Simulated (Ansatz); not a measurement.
# BeS

**What was measured.** From a printed reference work, data compilation, for a bulk crystal of BeS at 300 K: lattice constant a 4.865 Å.

Method: PBE, scalar-relativistic; no spin polarisation; PAW, 420 eV, 12×12×12 k-mesh, Gaussian smearing of 0.05 eV; code Ansatz. The datasets are Ansatz's generated set soft_2.

```xyz
2
Lattice="0.0000 2.4380 2.4380 2.4380 0.0000 2.4380 2.4380 2.4380 0.0000" Properties=species:S:1:pos:R:3 pbc="T T T"
Be    0.0000    0.0000    0.0000
S     3.6571    3.6571    3.6571
```

The chain of runs began from a cell as deposited in COD, expanded in volume. Of that entry: the entry's cell lengths or inner coordinates differ somewhat from later room-temperature determinations.

The cell above was scaled in volume, its shape and atoms being fixed by the lattice's symmetry. Energies are counted from the cell above.

The cell is relaxed to zero pressure at this level.

```csv
V (Å³/atom),ΔE (meV/atom),P from the stress (GPa)
13.912,7.18,4.10
14.202,1.74,1.95
14.492,0.00,0.00
14.782,1.63,-1.77
15.072,6.32,-3.38
```

Q: Do the energies and the pressures agree? Compare −ΔE/ΔV between neighbouring points (1 meV/Å³ = 0.1602 GPa) with the mean of their pressures.

A: 
```csv
interval (Å³/atom),−ΔE/ΔV (GPa),mean P (GPa)
13.91 to 14.20,3.0,3.0
14.20 to 14.49,1.0,1.0
14.49 to 14.78,-0.9,-0.9
14.78 to 15.07,-2.6,-2.6
```
They differ by 0.02 GPa at most.

Q: What do the two routes give for V0, B0 and B0′?

A: A third-order Birch–Murnaghan fit of the energies: V0 = 14.49 Å³/atom, B0 = 93 GPa, B0′ = 3.8. A polynomial of P in ln V, with B = −dP/d ln V at P = 0: V0 = 14.49 Å³/atom, B0 = 93 GPa, B0′ = 3.8.

B0·V0 = 92.9 GPa × 14.49 Å³ = 8.41 eV/atom sets the scale: near the minimum ΔE ≈ ½ B0 V0 x², with x = V/V0 − 1, and a pressure of 0.9 GPa squeezes the volume by about 1 %. At the ends of the curve: x = −4.0 % predicts 6.7 meV/atom and the run gives 7.2; x = +4.0 % predicts 6.7 meV/atom and the run gives 6.3. Compression costs more and expansion less than the parabola says, since the crystal stiffens as it shrinks; B0′ measures that.

**Against experiment.** A measured lattice constant a of BeS is 4.865 Å (300 K; a printed reference work, data compilation); the calculated 4.876 Å misses it by +0.2 %. The calculation is for a static lattice, without zero-point motion or thermal expansion.

